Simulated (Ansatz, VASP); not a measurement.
## Sn: VASP beside Ansatz

```
Sn
1.0
    -1.89465    1.89465    1.89465
     1.89465   -1.89465    1.89465
     1.89465    1.89465   -1.89465
Sn
1
Direct
  0.00000 0.00000 0.00000
```

This isn't the form of Sn at room conditions, which is tetragonal (white tin).

Alike in both runs: task relaxation of cell and atoms; functional PBE; dispersion D3(BJ); k mesh 10 × 10 × 10; occupations fermi-dirac, width 0.05 eV; no spin polarisation.

|  | VASP | Ansatz |
| --- | --- | --- |
| version | VASP 6.6.1 | Ansatz 0.2.0 |
| potentials or method | VASP PAW PBE potentials, release 64 (Sn_d) | Ansatz PAW |
| plane-wave cutoff (eV) | 600 | 420 |
| valence electrons in the cell | 14 | 14 |

|  | VASP | Ansatz | Ansatz less VASP |
| --- | --- | --- | --- |
| gap on the k mesh at the Fermi level, each at its own relaxed structure (eV) | none | none | - |
| relaxed volume (Å³/atom) | 26.26 | 26.26 | +0.006 |
| relaxed cell length with the largest relative difference (Å) | 3.243 | 3.243 | +0.0002 |
| energy change over the relaxation (meV/atom) | -5 | -5 | 0.0 |

A gap of «none» marks a metal or a gap that the smearing closes.

Caveats: pairwise dispersion overbinds metals, which lowers pressure and volume; the plane-wave basis is chosen anew once the cell has moved, so the energies of steps on either side of that aren't comparable (Ansatz).
